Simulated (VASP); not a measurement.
SiC (Moissanite 6H): band structure with LDA

SiC (Moissanite 6H):

```
Si C
1.0
     3.07983    0.00000    0.00000
    -1.53992    2.66722    0.00000
     0.00000    0.00000   15.11167
Si C
6 6
Direct
  0.00000 0.00000 0.12504
  0.00000 0.00000 0.62504
  0.33333 0.66667 0.29182
  0.66667 0.33333 0.79182
  0.33333 0.66667 0.95831
  0.66667 0.33333 0.45831
  0.00000 0.00000 0.99969
  0.00000 0.00000 0.49969
  0.33333 0.66667 0.16683
  0.66667 0.33333 0.66683
  0.33333 0.66667 0.83332
  0.66667 0.33333 0.33332
```

| Quantity | Value |
| --- | --- |
| Program | VASP 6.6.1 |
| Task | band structure |
| Functional | LDA |
| Potentials or basis | VASP PAW LDA potentials, release 64 (Si, C) |
| Cutoff | 520 eV |
| k mesh | 12 × 12 × 2 |
| Occupations | gaussian, width 0.03 eV |
| Spin | no spin polarisation |
| Further INCAR settings | ALGO = Fast; EDIFF = 1e-06; NBANDS = 36 |

| Quantity | Value |
| --- | --- |
| Pressure | -4.0 GPa |
| Largest force | 0.009 eV/Å |
| Band gap on the k mesh | 1.97 eV, indirect (least direct gap 3.07 eV) |
| Band gap along the path | 1.96 eV, indirect (least direct gap 3.07 eV) |

Forces on the atoms (eV/Å):
```
Si   0.000  0.000  0.009
Si   0.000  0.000  0.009
Si   0.000  0.000 -0.002
Si   0.000  0.000 -0.002
Si   0.000  0.000 -0.005
Si   0.000  0.000 -0.005
C    0.000  0.000 -0.004
C    0.000  0.000 -0.004
C    0.000  0.000  0.000
C    0.000  0.000  0.000
C    0.000  0.000  0.002
C    0.000  0.000  0.002
```

Levels at the corners of the path, in eV from the valence-band top:
```csv
point,band 22,band 23,band 24,band 25,band 26,band 27
Γ,-0.04,0.00,0.00,5.14,5.30,5.72
M,-1.79,-1.67,-1.10,1.97,2.15,3.13
M,-1.79,-1.67,-1.10,1.97,2.15,3.13
K,-2.22,-2.07,-2.07,3.39,3.39,3.69
K,-2.22,-2.07,-2.07,3.39,3.39,3.69
Γ,-0.04,0.00,0.00,5.14,5.30,5.72
Γ,-0.04,0.00,0.00,5.14,5.30,5.72
A,-0.10,-0.10,-0.10,5.20,5.20,5.95
A,-0.10,-0.10,-0.10,5.20,5.20,5.95
L,-1.72,-1.31,-1.31,2.01,2.01,3.35
L,-1.72,-1.31,-1.31,2.01,2.01,3.35
H,-2.65,-2.27,-2.27,3.57,3.57,4.27
H,-2.65,-2.27,-2.27,3.57,3.57,4.27
A,-0.10,-0.10,-0.10,5.20,5.20,5.95
L,-1.72,-1.31,-1.31,2.01,2.01,3.35
M,-1.79,-1.67,-1.10,1.97,2.15,3.13
K,-2.22,-2.07,-2.07,3.39,3.39,3.69
H,-2.65,-2.27,-2.27,3.57,3.57,4.27
```

Wall time 4.9 min on 4 MPI ranks on Intel(R) Xeon(R) Platinum 8375C CPU @ 2.90GHz (Ice Lake) (shared host), peak memory 0.35 GiB a rank.
